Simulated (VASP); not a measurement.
# SnO2 (Pa-3) in VASP: settings compared

One crystal, SnO2, is run at these levels: LDA, r2SCAN, PBE; tasks: relaxation of cell and atoms, atomic charges, electron localisation function.

All numbers are computed with VASP 6.6.1; they aren't measurements. Logs are shortened: lines on timing, memory, paths and dates and some standing lists are left out, and cuts for length are marked.

**1. Starting point**

Symmetry: Pa-3, No. 205, cubic system. The conventional cell has a = 5.175 Å, b = 5.175 Å, c = 5.175 Å, α = 90.00°, β = 90.00°, γ = 90.00°. Around Sn (site symmetry -3) lie 6 O at 2.11 Å. O (site symmetry 3) is surrounded by 3 Sn at 2.11 Å.

Measurements of this composition are mostly on another form, of space group No. 136.

**2. Relaxation of cell and atoms, LDA**

INCAR

```
PREC     = Accurate       # precision mode
ENCUT    = 600            # plane-wave cutoff, eV
EDIFF    = 1E-6           # SCF threshold, eV
ISMEAR   = 0              # smearing method
SIGMA    = 0.02           # smearing width, eV
LREAL    = F              # projectors in reciprocal space
LASPH    = T              # aspherical terms in the spheres
NELM     = 60             # most SCF steps
ALGO     = Normal         # electronic algorithm
ISIF     = 3              # what is computed and relaxed
LWAVE    = F              # write WAVECAR
LCHARG   = F              # write CHGCAR
IBRION   = 2              # ionic algorithm
NSW      = 40             # ionic steps
EDIFFG   = -0.01          # ionic threshold
KPAR     = 4
```

KPOINTS

```
Automatic mesh
0
Gamma
  4 4 4
```

POSCAR

```
SnO2
1.0
    5.1752560000      0.0000000000      0.0000000000
    0.0000000000      5.1752560000      0.0000000000
    0.0000000000      0.0000000000      5.1752560000
Sn O
4 8
Direct
    0.0000000000      0.0000000000      0.0000000000
    0.5000000000      0.0000000000      0.5000000000
    0.5000000000      0.5000000000      0.0000000000
    0.0000000000      0.5000000000      0.5000000000
    0.6610980000      0.8389020000      0.1610980000
    0.8389020000      0.1610980000      0.6610980000
    0.1610980000      0.6610980000      0.8389020000
    0.3389020000      0.3389020000      0.3389020000
    0.6610980000      0.6610980000      0.6610980000
    0.8389020000      0.3389020000      0.1610980000
    0.1610980000      0.8389020000      0.3389020000
    0.3389020000      0.1610980000      0.8389020000
```

Potentials or basis: VASP PAW LDA potentials, release 64 (Sn_d, O).

The run is started by

```bash
$ cat potpaw_LDA.64/Sn_d/POTCAR potpaw_LDA.64/O/POTCAR > POTCAR
$ mpirun -np 4 vasp_std > vasp.out
```

OUTCAR:

```text
PREC = Accurate
   ENCUT = 600
   EDIFF = 1E-6
   ISMEAR = 0
   LREAL = F
   LASPH = T
   NELM = 60
   ISIF = 3
   IBRION = 2
   NSW = 40
   EDIFFG = -0.01

 ion  position               nearest neighbor table
   1  0.000  0.000  0.000-   5 2.11   6 2.11   7 2.11  10 2.11  11 2.11  12 2.11   2 3.66   3 3.66
                             4 3.66   2 3.66   4 3.66   3 3.66   4 3.66   4 3.66   2 3.66   3 3.66
   2  0.500  0.000  0.500-   5 2.11   6 2.11   8 2.11   9 2.11  11 2.11  12 2.11   1 3.66   3 3.66
                             4 3.66   1 3.66   3 3.66   3 3.66   4 3.66   3 3.66   1 3.66   4 3.66
   3  0.500  0.500  0.000-   5 2.11   7 2.11   8 2.11   9 2.11  10 2.11  12 2.11   1 3.66   2 3.66
                             4 3.66   2 3.66   4 3.66   1 3.66   2 3.66   2 3.66   1 3.66   4 3.66
   4  0.000  0.500  0.500-   6 2.11   7 2.11   8 2.11   9 2.11  10 2.11  11 2.11   1 3.66   2 3.66
                             3 3.66   1 3.66   3 3.66   1 3.66   2 3.66   1 3.66   2 3.66   3 3.66
   5  0.661  0.839  0.161-   1 2.11   2 2.11   3 2.11
   6  0.839  0.161  0.661-   1 2.11   2 2.11   4 2.11
   7  0.161  0.661  0.839-   1 2.11   3 2.11   4 2.11
   8  0.339  0.339  0.339-   2 2.11   3 2.11   4 2.11
   9  0.661  0.661  0.661-   2 2.11   3 2.11   4 2.11
  10  0.839  0.339  0.161-   1 2.11   3 2.11   4 2.11
  11  0.161  0.839  0.339-   1 2.11   2 2.11   4 2.11
  12  0.339  0.161  0.839-   1 2.11   2 2.11   3 2.11

  LATTYP: Found a simple cubic cell.
 ALAT       =     5.1752560000

  Lattice vectors:

 A1 = (   5.1752560000,   0.0000000000,   0.0000000000)
 A2 = (   0.0000000000,   5.1752560000,   0.0000000000)
 A3 = (   0.0000000000,   0.0000000000,   5.1752560000)

Analysis of symmetry for initial positions (statically):
=====================================================================
 Subroutine PRICEL returns:
 Original cell was already a primitive cell.

 Routine SETGRP: Setting up the symmetry group for a
 simple cubic supercell.

 Subroutine GETGRP returns: Found 24 space group operations
 (whereof  6 operations were pure point group operations)
 out of a pool of 48 trial point group operations.

The static configuration has the point symmetry S_6 .
 The point group associated with its full space group is T_h .

Analysis of symmetry for dynamics (positions and initial velocities):
=====================================================================
 Subroutine PRICEL returns:
 Original cell was already a primitive cell.

 Routine SETGRP: Setting up the symmetry group for a
 simple cubic supercell.

 Subroutine GETGRP returns: Found 24 space group operations
 (whereof  6 operations were pure point group operations)
 out of a pool of 48 trial point group operations.

The dynamic configuration has the point symmetry S_6 .
 The point group associated with its full space group is T_h .

 Subroutine INISYM returns: Found 24 space group operations
 (whereof  6 operations are pure point group operations),
 and found     1 'primitive' translations

----------------------------------------------------------------------------------------

                                     Primitive cell

  volume of cell :     138.6103

  direct lattice vectors                    reciprocal lattice vectors
     5.175256000  0.000000000  0.000000000     0.193227156  0.000000000  0.000000000
     0.000000000  5.175256000  0.000000000     0.000000000  0.193227156  0.000000000
     0.000000000  0.000000000  5.175256000     0.000000000  0.000000000  0.193227156

  length of vectors
     5.175256000  5.175256000  5.175256000     0.193227156  0.193227156  0.193227156

  position of ions in fractional coordinates (direct lattice)
     0.000000000  0.000000000  0.000000000
     0.500000000  0.000000000  0.500000000
     0.500000000  0.500000000  0.000000000
     0.000000000  0.500000000  0.500000000
     0.661098000  0.838902000  0.161098000
     0.838902000  0.161098000  0.661098000
     0.161098000  0.661098000  0.838902000
     0.338902000  0.338902000  0.338902000
[... 51 lines left out ...]
   LSORBIT =      F    spin-orbit coupling
   LASPH  =      T    aspherical Exc in radial PAW
   ENCUT  =  600.0 eV  44.10 Ry    6.64 a.u.  10.34 10.34 10.34*2*pi/ulx,y,z
   NELM   =     60;   NELMIN=  2; NELMDL= -5     # of ELM steps
   EDIFF  = 0.1E-05   stopping-criterion for ELM
   LREAL  =      F    real-space projection
   EDIFFG = -.1E-01   stopping-criterion for IOM
   NSW    =     40    number of steps for IOM
   IBRION =      2    ionic relax: 0-MD 1-quasi-New 2-CG
   NFREE  =      1    steps in history (QN), initial steepest desc. (CG)
   ISIF   =      3    stress and relaxation
   ISYM   =      2    0-nonsym 1-usesym 2-fastsym
   POTIM  = 0.5000    time-step for ionic-motion
   TEBEG  =    0.0;   TEEND  =   0.0 temperature during run
   PSTRESS=    0.0 pullay stress
   NELECT =     104.0000    total number of electrons
   NUPDOWN=      -1.0000    fix difference up-down
   EMIN   =  10.00;   EMAX   =-10.00  energy-range for DOS
   EFERMI =   0.00;   METHOD = LEGACY
   ISMEAR =     0;   SIGMA  =   0.02  broadening in eV -4-tet -1-fermi 0-gaus
   EFERMI_NEDOS =   21; number of points for ismear=-14 and -15
   IALGO  =     38    algorithm
   IMIX   =      4    mixing-type and parameters
     AMIX     =   0.40;   BMIX     =  1.00
     AMIX_MAG =   1.60;   BMIX_MAG =  1.00
  volume/ion in A,a.u.               =      11.55        77.95
  Fermi-wavevector in a.u.,A,eV,Ry     =   1.487604  2.811165 30.109240  2.212967
  Thomas-Fermi vector in A             =   2.600744
   LORBIT       =      0    0 simple, 1 ext, 2 COOP (PROOUT), +10 PAW based schemes
   GGA     = CA    functional components
   LHFCALC =     F    Hartree Fock is set to
   AEXX    =    0.0000 exact exchange contribution
   IVDW    =     0    specifies the selected vdW correction
   LEPSILON=     F    determine dielectric tensor
   LRPA    =     F    only Hartree local field effects (RPA)
 conjugate gradient relaxation of ions
 non-spin polarized calculation
 Gauss-broadening in eV      SIGMA  =   0.02
  energy-cutoff  :      600.00
  volume of cell :      138.61
 maximum number of plane-waves:      4680
 NGX is ok and might be reduce to    42
   NGX = 21   NGY = 21   NGZ = 21

--------------------------------------- Ionic step        1  -------------------------------------------

 number of electron     104.0000000 magnetization

 Free energy of the ion-electron system (eV)
  ---------------------------------------------------
  ext. energy  EPLUGINS =         0.00000000
  ---------------------------------------------------
  free energy    TOTEN  =       -83.44694713 eV

  energy without entropy =      -83.44694713  energy(sigma->0) =      -83.44694713

------------------------ aborting loop because EDIFF is reached ----------------------------------------

  FORCE on cell =-STRESS in cart. coord.  units (eV):
  Direction    XX          YY          ZZ          XY          YZ          ZX
  --------------------------------------------------------------------------------------
  -------------------------------------------------------------------------------------
  Total      -10.2898859    -10.2898859    -10.2898859      0.0000000      0.0000000      0.0000000
  in kB     -118.9393682   -118.9393682   -118.9393682      0.0000000      0.0000000      0.0000000
  external PRESSURE =    -118.9393682 kB  Pullay stress =       0.0000000 kB
[... 261 lines left out ...]
  energy  without entropy=      -83.7622246981  energy(sigma->0) =      -83.76222470

--------------------------------------- Ionic step        7  -------------------------------------------

 number of electron     104.0000031 magnetization

 Free energy of the ion-electron system (eV)
  ---------------------------------------------------
  ext. energy  EPLUGINS =         0.00000000
  ---------------------------------------------------
  free energy    TOTEN  =       -83.76226052 eV

  energy without entropy =      -83.76226052  energy(sigma->0) =      -83.76226052

 E-fermi :   7.1405     XC(G=0): -12.4581

 val. band max:        7.0200659550   @ k =   0.5000   0.0000   0.0000
 cond. band min:       8.1338197310   @ k =   0.0000   0.0000   0.0000
 fundamental gap:      1.1137537760
 Fermi energy:         7.1405497046

 k-point     1 :       0.0000    0.0000    0.0000
  band No.  band energies     occupation
      1     -13.7287      2.00000
      2     -13.7287      2.00000
      3     -13.7287      2.00000
      4     -12.8903      2.00000
      5     -12.8903      2.00000
      6     -12.8903      2.00000
[... 743 lines left out ...]
  FREE ENERGIE OF THE ION-ELECTRON SYSTEM (eV)
  ---------------------------------------------------
  free  energy   TOTEN  =       -83.7622605208 eV

  energy  without entropy=      -83.7622605208  energy(sigma->0) =      -83.76226052

 reached required accuracy - stopping structural energy minimisation
```

Run time: 2.9 min. Hardware: 4 MPI ranks of AMD EPYC 7R13 (Zen 3), shared host; peak memory 0.25 GiB.

Results:

- Free energy: -83.7623 eV
- Relaxed volume: 10.88 Å³/atom
- Relaxed cell: a = 5.073 Å, b = 5.073 Å, c = 5.073 Å, α = 90.00°, β = 90.00°, γ = 90.00°
- Space group after relaxing (to 0.05 Å): Pa-3 (No. 205)
- Energy gained by relaxing: 26.3 meV/atom
- Ionic steps: 7
- Pressure after relaxing: 0.1 GPa
- Largest force after relaxing: 0.008 eV/Å
- Band gap on the k mesh: 1.11 eV, indirect (least direct gap 1.18 eV)

Forces on the atoms (eV/Å):
```
Sn   0.000  0.000  0.000
Sn   0.000  0.000  0.000
Sn   0.000  0.000  0.000
Sn   0.000  0.000  0.000
O    0.005 -0.005  0.005
O   -0.005  0.005  0.005
O    0.005  0.005 -0.005
O   -0.005 -0.005 -0.005
O    0.005  0.005  0.005
O   -0.005 -0.005  0.005
O    0.005 -0.005 -0.005
O   -0.005  0.005 -0.005
```

The path:
```tsv
step	energy change (eV)	largest force (eV/Å)	pressure (GPa)	volume (Å³)
1	0.0000	0.0390	-11.89	138.61
2	0.1459	0.1095	18.43	122.11
3	-0.3147	0.0210	-0.20	130.75
4	-0.3148	0.0224	0.06	130.59
5	-0.3149	0.0193	0.05	130.59
6	-0.3153	0.0102	0.06	130.57
7	-0.3153	0.0084	0.07	130.53
```

Final structure:
```
Sn O
1.0
     5.07268    0.00000    0.00000
     0.00000    5.07268    0.00000
     0.00000    0.00000    5.07268
Sn O
4 8
Direct
  0.00000 0.00000 0.00000
  0.50000 0.00000 0.50000
  0.50000 0.50000 0.00000
  0.00000 0.50000 0.50000
  0.66010 0.83990 0.16010
  0.83990 0.16010 0.66010
  0.16010 0.66010 0.83990
  0.33990 0.33990 0.33990
  0.66010 0.66010 0.66010
  0.83990 0.33990 0.16010
  0.16010 0.83990 0.33990
  0.33990 0.16010 0.83990
```

Caveat: spin-orbit coupling is left out, which moves the levels of the heavy elements.

(Part 1 of 2 ends here.)
